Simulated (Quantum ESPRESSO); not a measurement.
## Al in Quantum ESPRESSO: the effect of functional

The system is Al.

```
CELL_PARAMETERS angstrom
2.81246 0.00000 0.00000
-1.40623 2.43566 0.00000
0.00000 0.00000 4.86685
ATOMIC_POSITIONS crystal
Al 0.33333 0.66667 0.25000
Al 0.66667 0.33333 0.75000
```

This isn't the form of Al at room conditions, which is fcc.

Alike in all runs:

* Program: Quantum ESPRESSO 7.5
* Task: phonon dispersion
* Cutoff: 612 eV
* Density cutoff: 4898 eV
* k mesh: 8 × 8 × 4
* Occupations: cold, width 0.2 eV
* Spin: no spin polarisation

Each run relaxes the cell or the atoms first.

```csv
functional,potentials or basis,relaxed volume (Å³/atom),highest phonon frequency (cm⁻¹)
LDA,GBRV 1.5 LDA,?,?
PBE,GBRV 1.5 PBE,16.68,344
PBEsol,GBRV 1.5 PBEsol,16.35,354
```

Task: What does the run with functional LDA give?

Result: Relaxed volume 15.99 Å³/atom; highest phonon frequency 356 cm⁻¹.

Caveats: the mesh is thin for the phonons of a metal.
